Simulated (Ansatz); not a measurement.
Crystal: Hf.

```
Hf
1.0
    -1.80500    1.80500    1.80500
     1.80500   -1.80500    1.80500
     1.80500    1.80500   -1.80500
Hf
1
Direct
  0.00000 0.00000 0.00000
```

This isn't the form of Hf at room conditions, which is hcp.

- Program: Ansatz 0.2.0
- Task: relaxation of cell and atoms
- Functional: PBE
- Dispersion: D4
- Potentials or basis: Ansatz PAW
- Cutoff: 420 eV (not typed: the program's choice for these potentials)
- k mesh: 10 × 10 × 10
- Occupations: fermi-dirac, width 0.05 eV
- Spin: no spin polarisation

At the start: volume 23.52 Å³/atom.

Task: How do energy, volume and symmetry change on relaxing?

Result: It ends after 5 steps and the volume is 21.99 Å³/atom (-6.5 %); space group Im-3m (No. 229, to 0.05 Å).

The path:
```
step  energy change (eV)  largest force (eV/Å)  volume (Å³)
   1              0.0000                0.0000        23.52
   2             -0.0019                0.0000        20.60
   3             -0.0319                0.0000        22.08
   4             -0.0321                0.0000        21.99
   5             -0.0318                0.0000        21.99
```

Final structure:
```cif
data_structure
_symmetry_space_group_name_H-M 'P 1'
_symmetry_Int_Tables_number 1
_cell_length_a 3.0567
_cell_length_b 3.0567
_cell_length_c 3.0567
_cell_angle_alpha 109.471
_cell_angle_beta 109.471
_cell_angle_gamma 109.471
_cell_volume 21.99
loop_
_atom_site_label
_atom_site_type_symbol
_atom_site_fract_x
_atom_site_fract_y
_atom_site_fract_z
_atom_site_occupancy
Hf1 Hf 0.00000 0.00000 0.00000 1
```

Caveat: the plane-wave basis is chosen anew once the cell has moved, so the energies of steps on either side of that aren't comparable; pairwise dispersion overbinds metals, which lowers pressure and volume.
